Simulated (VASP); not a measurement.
# HgTe (Coloradoite) (F-43m) in VASP: relaxation of cell and atoms with PBEsol

Aim: the relaxation of cell and atoms of HgTe (Coloradoite) with PBEsol.

All numbers are computed with VASP 6.6.1; they aren't measurements. Logs are shortened: lines on timing, memory, paths and dates and some standing lists are left out, and cuts for length are marked.

**1. The crystal as given**

It takes space group F-43m (No. 216, cubic). Conventional cell: a = 6.516 Å, b = 6.516 Å, c = 6.516 Å, α = 90.00°, β = 90.00°, γ = 90.00°. Hg (site symmetry -43m) is surrounded by 4 Te at 2.82 Å. Te (site symmetry -43m) has 4 Hg at 2.82 Å as nearest neighbours.

**2. Relaxation of cell and atoms, PBEsol**

The input, INCAR:

```
SYSTEM = HgTe
PREC = Accurate ; ENCUT = 600
EDIFF = 1E-7 ; ISMEAR = 0
SIGMA = 0.03 ; LREAL = .FALSE.
LASPH = .TRUE. ; NELM = 80
ALGO = Normal ; ISIF = 3
LWAVE = .FALSE. ; LCHARG = .FALSE.
GGA = PS ; IBRION = 2
NSW = 90 ; EDIFFG = -0.005
KPAR = 4
```

The input, KPOINTS:

```
regular mesh
0
G
  10 10 10
  0 0 0
```

The input, POSCAR:

```
HgTe                                    
1.0
    0.0000000000      3.2580088205      3.2580088205
    3.2580088205      0.0000000000      3.2580088205
    3.2580088205      3.2580088205     -0.0000000000
  Hg              Te            
     1     1
Direct
     0.0000000000000000    0.0000000000000000    0.0000000000000000
     0.2500000000000000    0.2500000000000000    0.2500000000000000
```

Potentials or basis: VASP PAW PBE potentials, release 64 (Hg, Te).

Command:

```sh
$ cat potpaw_PBE.64/Hg/POTCAR potpaw_PBE.64/Te/POTCAR > POTCAR
$ mpirun -np 4 vasp_std > vasp.out
```

OUTCAR:

```text
SYSTEM = HgTe
   PREC = Accurate
   ENCUT = 600
   EDIFF = 1E-7
   ISMEAR = 0
   LREAL = .FALSE.
   LASPH = .TRUE.
   NELM = 80
   ISIF = 3
   GGA = PS
   IBRION = 2
   NSW = 90
   EDIFFG = -0.005

 ion  position               nearest neighbor table
   1  0.000  0.000  0.000-   2 2.82   2 2.82   2 2.82   2 2.82
   2  0.250  0.250  0.250-   1 2.82   1 2.82   1 2.82   1 2.82

  LATTYP: Found a face centered cubic cell.
 ALAT       =     6.5160176410

  Lattice vectors:

 A1 = (   0.0000000000,   3.2580088205,   3.2580088205)
 A2 = (   3.2580088205,   0.0000000000,   3.2580088205)
 A3 = (   3.2580088205,   3.2580088205,   0.0000000000)

Analysis of symmetry for initial positions (statically):
=====================================================================
 Subroutine PRICEL returns:
 Original cell was already a primitive cell.

 Routine SETGRP: Setting up the symmetry group for a
 face centered cubic supercell.

 Subroutine GETGRP returns: Found 24 space group operations
 (whereof 24 operations were pure point group operations)
 out of a pool of 48 trial point group operations.

The static configuration has the point symmetry T_d .

Analysis of symmetry for dynamics (positions and initial velocities):
=====================================================================
 Subroutine PRICEL returns:
 Original cell was already a primitive cell.

 Routine SETGRP: Setting up the symmetry group for a
 face centered cubic supercell.

 Subroutine GETGRP returns: Found 24 space group operations
 (whereof 24 operations were pure point group operations)
 out of a pool of 48 trial point group operations.

The dynamic configuration has the point symmetry T_d .

 Subroutine INISYM returns: Found 24 space group operations
 (whereof 24 operations are pure point group operations),
 and found     1 'primitive' translations

----------------------------------------------------------------------------------------

                                     Primitive cell

  volume of cell :      69.1651

  direct lattice vectors                    reciprocal lattice vectors
     0.000000000  3.258008821  3.258008821    -0.153467970  0.153467970  0.153467970
     3.258008821  0.000000000  3.258008821     0.153467970 -0.153467970  0.153467970
     3.258008821  3.258008821  0.000000000     0.153467970  0.153467970 -0.153467970

  length of vectors
     4.607520260  4.607520260  4.607520260     0.265814321  0.265814321  0.265814321

  position of ions in fractional coordinates (direct lattice)
     0.000000000  0.000000000  0.000000000
     0.250000000  0.250000000  0.250000000

  ion indices of the primitive-cell ions
   primitive index   ion index
                 1           1
                 2           2

----------------------------------------------------------------------------------------

 KPOINTS: regular mesh

Automatic generation of k-mesh.
 Grid dimensions read from file:
 generate k-points for:   10   10   10

 Generating k-lattice:

  Cartesian coordinates                     Fractional coordinates (reciprocal lattice)
    -0.015346797  0.015346797  0.015346797     0.100000000  0.000000000  0.000000000
     0.015346797 -0.015346797  0.015346797     0.000000000  0.100000000  0.000000000
     0.015346797  0.015346797 -0.015346797     0.000000000  0.000000000  0.100000000

  Length of vectors
     0.026581432  0.026581432  0.026581432

  Shift w.r.t. Gamma in fractional coordinates (k-lattice)
     0.000000000  0.000000000  0.000000000

 Subroutine IBZKPT returns following result:
 ===========================================

 Found     47 irreducible k-points:

 Following reciprocal coordinates:
            Coordinates               Weight
  0.000000  0.000000  0.000000      1.000000
  0.100000  0.000000  0.000000      8.000000
  0.200000  0.000000  0.000000      8.000000
  0.300000  0.000000  0.000000      8.000000
  0.400000  0.000000  0.000000      8.000000
  0.500000  0.000000  0.000000      4.000000
[... 16 lines left out ...]
  0.300000  0.300000  0.000000      6.000000
  0.400000  0.300000  0.000000     24.000000
 [... further k-points ...]
   k-points           NKPTS =     47   k-points in BZ     NKDIM =     47   number of bands    NBANDS=     13
   number of dos      NEDOS =    301   number of ions     NIONS =      2
   total plane-waves  NPLWV =  64000
   dimension x,y,z NGX =    40 NGY =   40 NGZ =   40
   dimension x,y,z NGXF=    80 NGYF=   80 NGZF=   80
   ions per type =               1   1
   NGX,Y,Z   is equivalent  to a cutoff of  14.43, 14.43, 14.43 a.u.
   NGXF,Y,Z  is equivalent  to a cutoff of  28.87, 28.87, 28.87 a.u.
 SYSTEM =  HgTe
   PREC   = accura    normal or accurate (medium, high low for compatibility)
   ISTART =      0    job   : 0-new  1-cont  2-samecut
   ICHARG =      2    charge: 1-file 2-atom 10-const
   ISPIN  =      1    spin polarized calculation?
   LNONCOLLINEAR =      F non collinear calculations
   LSORBIT =      F    spin-orbit coupling
   LASPH  =      T    aspherical Exc in radial PAW
   ENCUT  =  600.0 eV  44.10 Ry    6.64 a.u.   9.20  9.20  9.20*2*pi/ulx,y,z
   NELM   =     80;   NELMIN=  2; NELMDL= -5     # of ELM steps
   EDIFF  = 0.1E-06   stopping-criterion for ELM
   LREAL  =      F    real-space projection
   EDIFFG = -.5E-02   stopping-criterion for IOM
   NSW    =     90    number of steps for IOM
   IBRION =      2    ionic relax: 0-MD 1-quasi-New 2-CG
   NFREE  =      1    steps in history (QN), initial steepest desc. (CG)
   ISIF   =      3    stress and relaxation
   ISYM   =      2    0-nonsym 1-usesym 2-fastsym
   POTIM  = 0.5000    time-step for ionic-motion
   TEBEG  =    0.0;   TEEND  =   0.0 temperature during run
   PSTRESS=    0.0 pullay stress
   NELECT =      18.0000    total number of electrons
   NUPDOWN=      -1.0000    fix difference up-down
   EMIN   =  10.00;   EMAX   =-10.00  energy-range for DOS
   EFERMI =   0.00;   METHOD = LEGACY
   ISMEAR =     0;   SIGMA  =   0.03  broadening in eV -4-tet -1-fermi 0-gaus
   EFERMI_NEDOS =   21; number of points for ismear=-14 and -15
   IALGO  =     38    algorithm
   IMIX   =      4    mixing-type and parameters
     AMIX     =   0.40;   BMIX     =  1.00
     AMIX_MAG =   1.60;   BMIX_MAG =  1.00
  volume/ion in A,a.u.               =      34.58       233.37
  Fermi-wavevector in a.u.,A,eV,Ry     =   1.045210  1.975160 14.863864  1.092463
  Thomas-Fermi vector in A             =   2.179996
   LORBIT       =      0    0 simple, 1 ext, 2 COOP (PROOUT), +10 PAW based schemes
   GGA     = PS    functional components
   LHFCALC =     F    Hartree Fock is set to
   AEXX    =    0.0000 exact exchange contribution
   IVDW    =     0    specifies the selected vdW correction
   LEPSILON=     F    determine dielectric tensor
   LRPA    =     F    only Hartree local field effects (RPA)
 conjugate gradient relaxation of ions
 non-spin polarized calculation
 Gauss-broadening in eV      SIGMA  =   0.03
  energy-cutoff  :      600.00
  volume of cell :       69.17
 maximum number of plane-waves:      2334
 NGX is ok and might be reduce to    40
   NGX = 19   NGY = 19   NGZ = 19

 number of electron      17.9999999 magnetization

 Free energy of the ion-electron system (eV)
  ---------------------------------------------------
  ext. energy  EPLUGINS =         0.00000000
  ---------------------------------------------------
  free energy    TOTEN  =        -4.37671162 eV

  energy without entropy =       -4.37666535  energy(sigma->0) =       -4.37668848

 E-fermi :   2.7098     XC(G=0):  -8.8278

 val. band max:        2.7006860779   @ k =   0.0000   0.0000   0.0000
 cond. band min:       3.1798504311   @ k =   0.1000   0.0000   0.0000
 fundamental gap:      0.4791643532
 Fermi energy:         2.7098231673

 k-point     1 :       0.0000    0.0000    0.0000
  band No.  band energies     occupation
      1      -9.1523      2.00000
      2      -4.5061      2.00000
      3      -4.5061      2.00000
      4      -4.5061      2.00000
      5      -3.9992      2.00000
      6      -3.9992      2.00000
      7       1.8397      2.00000
      8       2.7007      1.33333
      9       2.7007      1.33333
     10       2.7007      1.33333
     11       6.9245      0.00000
     12       6.9245      0.00000
     13       6.9245      0.00000

 k-point     2 :       0.1000    0.0000    0.0000
  band No.  band energies     occupation
      1      -9.1043      2.00000
      2      -4.4927      2.00000
      3      -4.4927      2.00000
      4      -4.4891      2.00000
      5      -4.0006      2.00000
      6      -4.0006      2.00000
      7       1.0861      2.00000
      8       2.5895      2.00000
      9       2.5895      2.00000
     10       3.1799      0.00000
     11       6.8033      0.00000
     12       7.0755      0.00000
     13       7.0755      0.00000

 k-point     3 :       0.2000    0.0000    0.0000
  band No.  band energies     occupation
      1      -8.9744      2.00000
      2      -4.4591      2.00000
      3      -4.4591      2.00000
      4      -4.4208      2.00000
      5      -4.0018      2.00000
      6      -4.0018      2.00000
      7      -0.0681      2.00000
      8       2.3262      2.00000
      9       2.3262      2.00000
     10       3.4907      0.00000
     11       7.1034      0.00000
     12       7.3986      0.00000
     13       7.3986      0.00000
[... 305 lines left out ...]
 k-point    23 :       0.3000    0.3000    0.0000
  band No.  band energies     occupation
      1      -8.6859      2.00000
      2      -4.3970      2.00000
      3      -4.3088      2.00000
      4      -4.3088      2.00000
      5      -3.9999      2.00000
      6      -3.9602      2.00000
      7      -1.2077      2.00000
      8       1.1270      2.00000
      9       1.1270      2.00000
     10       4.6336      0.00000
     11       5.5339      0.00000
     12       9.4346      0.00000
     13       9.4360      0.00000

 k-point    24 :       0.4000    0.3000    0.0000
  band No.  band energies     occupation
      1      -8.5701      2.00000
      2      -4.3579      2.00000
      3      -4.2673      2.00000
      4      -4.2393      2.00000
      5      -3.9546      2.00000
      6      -3.9090      2.00000
      7      -1.7830      2.00000
      8       0.7336      2.00000
      9       0.9184      2.00000
     10       4.7342      0.00000
     11       5.6466      0.00000
     12       9.0659      0.00000
     13       9.8169      0.00000

 [... further k-points ...]

------------------------ aborting loop because EDIFF is reached ----------------------------------------

  FORCE on cell =-STRESS in cart. coord.  units (eV):
  Direction    XX          YY          ZZ          XY          YZ          ZX
  --------------------------------------------------------------------------------------
  -------------------------------------------------------------------------------------
  Total        0.0011709      0.0011709      0.0011709      0.0000000      0.0000000     -0.0000000
  in kB        0.0271234      0.0271234      0.0271234      0.0000000      0.0000000     -0.0000000
  external PRESSURE =       0.0271234 kB  Pullay stress =       0.0000000 kB

 VOLUME and BASIS-vectors are now :
 -----------------------------------------------------------------------------
  energy-cutoff  :      600.00
  volume of cell :       69.17
      direct lattice vectors                 reciprocal lattice vectors
     0.000000000  3.258008821  3.258008821    -0.153467970  0.153467970  0.153467970
     3.258008821  0.000000000  3.258008821     0.153467970 -0.153467970  0.153467970
     3.258008821  3.258008821  0.000000000     0.153467970  0.153467970 -0.153467970

 POSITION                                       TOTAL-FORCE (eV/Angst)
 -----------------------------------------------------------------------------------
      0.00000      0.00000      0.00000         0.000000      0.000000     -0.000000
      1.62900      1.62900      1.62900        -0.000000     -0.000000      0.000000
 -----------------------------------------------------------------------------------
    total drift:                                0.000000      0.000000      0.000000

  FREE ENERGIE OF THE ION-ELECTRON SYSTEM (eV)
  ---------------------------------------------------
  free  energy   TOTEN  =        -4.3767116240 eV

  energy  without entropy=       -4.3766653453  energy(sigma->0) =       -4.37668848

 reached required accuracy - stopping structural energy minimisation
```

Run time: 16 s. Hardware: 4 MPI ranks of Intel Xeon 6975P-C (Granite Rapids), shared host; peak memory 0.26 GiB.

What came out:

- Free energy: -4.3767 eV
- Pressure after relaxing: 0.0 GPa
- Band gap on the k mesh: none (metal or under the smearing width)

Final structure:
```
Hg Te
1.0
     0.00000    3.25801    3.25801
     3.25801    0.00000    3.25801
     3.25801    3.25801    0.00000
Hg Te
1 1
Direct
  0.00000 0.00000 0.00000
  0.25000 0.25000 0.25000
```

Levels at points of the mesh, in eV from the Fermi level:
```tsv
k point	band 6	band 7	band 8	band 9	band 10	band 11	band 12	band 13
(0.00, 0.00, 0.00)	-6.71	-0.87	-0.01	-0.01	-0.01	4.21	4.21	4.21
(0.50, 0.00, 0.00)	-6.42	-5.39	-0.96	-0.96	0.63	4.99	4.99	6.72
(0.50, 0.50, 0.00)	-6.29	-5.35	-2.20	-2.20	1.84	2.43	8.00	8.71
```

Caveat: the relaxation stopped at its first step, so nothing moved; the PAW data sets were made with another functional, which shifts forces and pressure a little. Spin-orbit coupling is left out, which matters for the levels of Hg, Te.
